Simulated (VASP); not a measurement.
Set up this calculation in VASP 6.6.1, as the native input.

```
Task                   : relaxation of cell and atoms
Functional             : PBE
Potentials or basis    : VASP PAW PBE potentials, release 64 (B, N)
Cutoff                 : 600 eV
k mesh                 : 12 × 12 × 6
Occupations            : fermi-dirac, width 0.02 eV
Spin                   : no spin polarisation
Dipole correction      : no
Further INCAR settings : ALGO = Normal; EDIFF = 1e-07; IBRION = 2; EDIFFG = -0.005; NSW = 80; ISIF = 3
```

The structure of BN lies in POSCAR:

```
BN
1.0
    2.3841700163      0.0000000000      0.0000000000
   -1.1920850082      2.0647518011      0.0000000000
    0.0000000000      0.0000000000      3.8933496366
B N
2 2
Direct
    0.3333333333      0.6666666667      0.0000000000
    0.6666666667      0.3333333333      0.5000000000
    0.3333333333      0.6666666667      0.3750000000
    0.6666666667      0.3333333333      0.8750000000
```

The cell was built by a generator and needn't be a form met in nature.

The input as run:

INCAR

```
SYSTEM = BN
ALGO     = Normal         ! electronic algorithm
EDIFF    = 1E-7           ! SCF threshold, eV
EDIFFG   = -0.005         ! ionic threshold
ENCUT    = 600            ! plane-wave cutoff, eV
GGA      = PE             ! functional
IBRION   = 2              ! ionic algorithm
ISIF     = 3              ! what is computed and relaxed
ISMEAR   = -1             ! smearing method
LASPH    = .TRUE.         ! aspherical terms in the spheres
LCHARG   = .FALSE.        ! write CHGCAR
LREAL    = .FALSE.        ! projectors in reciprocal space
LWAVE    = .FALSE.        ! write WAVECAR
NELM     = 100            ! most SCF steps
NSW      = 80             ! ionic steps
PREC     = Accurate       ! precision mode
SIGMA    = 0.02           ! smearing width, eV
```

KPOINTS

```
k-points
0
G
  12 12 6
  0 0 0
```

Potentials or basis: VASP PAW PBE potentials, release 64 (B, N).

Command:

```bash
$ cat potpaw_PBE.64/B/POTCAR potpaw_PBE.64/N/POTCAR > POTCAR
$ mpirun -np 1 vasp_std > vasp.out
```

It gave:

```
Relaxed volume                         : 5.97 Å³/atom
Relaxed cell                           : a = 2.555 Å, b = 2.555 Å, c = 4.225 Å, α = 90.00°, β = 90.00°, γ = 120.00°
Space group after relaxing (to 0.05 Å) : P6_3mc (No. 186)
Energy gained by relaxing              : 383.8 meV/atom
Ionic steps                            : 8
Pressure after relaxing                : 0.0 GPa
Band gap on the k mesh                 : 5.21 eV, indirect (least direct gap 8.23 eV)
```

Caveat: the volume moved by over 15 % at a fixed basis, so the end points are rough.

Run time: 49 s on 1 thread of Intel(R) Xeon(R) Platinum 8559C (Emerald Rapids), on a shared host, peak memory 0.14 GiB.
